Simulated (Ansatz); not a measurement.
**TiNi (Pm-3m): single point**

What energy and properties does TiNi (Pm-3m) have at the given structure? A script is to give a single point; the system is TiNi (Pm-3m).

All numbers are computed with Ansatz 0.2.0 through its Python package. Level of theory: DFT PBEsol, plane waves, PAW.

## (1) Starting point

The structure is cubic, space group Pm-3m (No. 221). Conventional cell: a = 2.988 Å, b = 2.988 Å, c = 2.988 Å, α = 90.00°, β = 90.00°, γ = 90.00°. Ti (site symmetry m-3m) is surrounded by 8 Ni at 2.59 Å. Ni (site symmetry m-3m) is surrounded by 8 Ti at 2.59 Å.

The script holds or builds the structure itself.

## (2) The code

Contents of run_scf.py:

```python
"""Ground state of TiNi at the given structure."""

import ansatz as az


def main() -> None:
    system = (
        az.Lattice.of((2.9881, 0.0, 0.0), (0.0, 2.9881, 0.0), (0.0, 0.0, 2.9881))
        .atom("Ti", (0.5, 0.5, 0.5))
        .atom("Ni", (0.0, 0.0, 0.0))
        .moments(Ni=1.5)
    )

    # settings of the run
    calc = (
        system.calculation()
        .functional("PBEsol")
        .basis(31 * az.Ry)
        .kpoints(spacing=0.26)
        .occupations("gaussian", width=0.1)
        .spin(az.SpinTreatment.COLLINEAR)
        .scf(tolerance=1e-07)
        .bader_charges()
    )
    def show(event):
        row = event["data"]
        if event["event"] == "scf_iter" and row.get("free_energy_ev") is not None:
            print(f"  iteration {row['iter']:3d}  F = {row['free_energy_ev']:.6f} eV  residual {row['dr2_ev']:.2e}")


    done = calc.session().plan().execute(on_event=show)
    report = done.report

    n_atoms = len(report["lattice"]["sites"])
    print("F =", round(report["free_energy_ev"], 4), "eV for", n_atoms, "atoms")
    print("E(sigma -> 0) =", round(report["energy_sigma0_ev"], 4), "eV, TS =", round(report["entropy_ts_ev"], 5), "eV")
    print("closed by", report["closed_by"], "after", report["n_iterations"], "iterations")

    print("site moments (muB):", [round(m, 2) for m in report["site_moments_mub"]])
    print("electrons up, down:", [round(n, 3) for n in report["spin_occupation_sums"]])

    charges = done.bader_charges()
    for atom in charges.atoms:
        print(f"Bader charge {atom.symbol:2s} {atom.partial_charge_e:+.3f} e")


if __name__ == "__main__":
    main()
```

## (3) The run

Command:

```console
> python run_scf.py
```

**Question.** What results will this script give? Wanted: free energy; gap on the mesh; moment, net / absolute; Bader charges.

As calculated:

| quantity | value |
| --- | --- |
| free energy | -8279.5979 eV (-4139.7989 eV/atom) |
| gap on the mesh | none |
| moment, net / absolute | 0.00 / 0.00 μB per cell |
| Bader charges | Ti +1.18, Ni -1.18 e |

The mesh shows no gap. The starting moments died away: the state reached is non-magnetic. Charge transfer by Bader reaches 1.2 e, on top of metallic bonding. The SCF didn't keep the moments it started from (some shrank, vanished or turned); what is printed is the state reached. The structure comes from a database of computed cells and needn't be a stable or known phase. The starting moments were not kept in at least one run, so it stands on a weaker or other magnetic state than the one typed.
